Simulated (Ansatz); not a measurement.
Runs of Ansatz 0.2.0 on MgTe. The structure is cubic, space group F-43m (No. 216). Conventional cell: a = 6.464 Å, b = 6.464 Å, c = 6.464 Å, α = 90.00°, β = 90.00°, γ = 90.00°. Te (site symmetry -43m) is surrounded by 4 Mg at 2.80 Å. Mg (site symmetry -43m) is surrounded by 4 Te at 2.80 Å. The cell comes from a database or a generator and needn't be the stable form of this composition.

```csv
task,level,spin,k mesh,cutoff (eV),smearing,points for each segment of the path,gap on the mesh (eV),pressure (GPa)
band structure,r2SCAN,"SOC, no magnetisation",5 × 5 × 5,500,fermi-dirac 0.05 eV,14,2.85,(a)
single point,PBE,off,7 × 7 × 7,420,gaussian 0.014 eV,-,2.42,0.7
single point,PBE,off,7 × 7 × 7,420,gaussian 0.018 eV,-,2.42,0.7
single point,PBE,off,7 × 7 × 7,420,gaussian 0.024 eV,-,2.42,0.7
single point,PBE,off,7 × 7 × 7,420,gaussian 0.02 eV,-,2.42,0.7
single point,PBE,off,7 × 7 × 7,420,gaussian 0.013 eV,-,2.42,0.7
single point,PBE,off,7 × 7 × 7,420,gaussian 0.023 eV,-,2.42,0.7
single point,PBE,off,7 × 7 × 7,420,gaussian 0.017 eV,-,2.42,0.7
single point,PBE,off,7 × 7 × 7,420,gaussian 0.016 eV,-,2.42,0.7
single point,PBE,off,7 × 7 × 7,420,gaussian 0.021 eV,-,2.42,0.7
single point,PBE,off,7 × 7 × 7,420,gaussian 0.019 eV,-,2.42,0.7
single point,PBE,off,7 × 7 × 7,420,gaussian 0.022 eV,-,2.42,0.7
```

Alike in all rows: potentials or basis Ansatz PAW; cell as given.

Problem. Fill in the values left out.

Solution. (a) 0.1.

Caveats: odd divisions of the mesh miss points on the zone boundary, where band edges often lie, so the gap on the mesh can be too wide (some runs); spin-orbit coupling is left out, which moves the levels of the heavy elements (some runs); the PAW data sets come from PBE, with cores solved anew for the run's functional, which leaves a small shift of forces and pressure (some runs).

A k mesh can miss the band edges, and rows without SOC leave out spin-orbit coupling on Te.
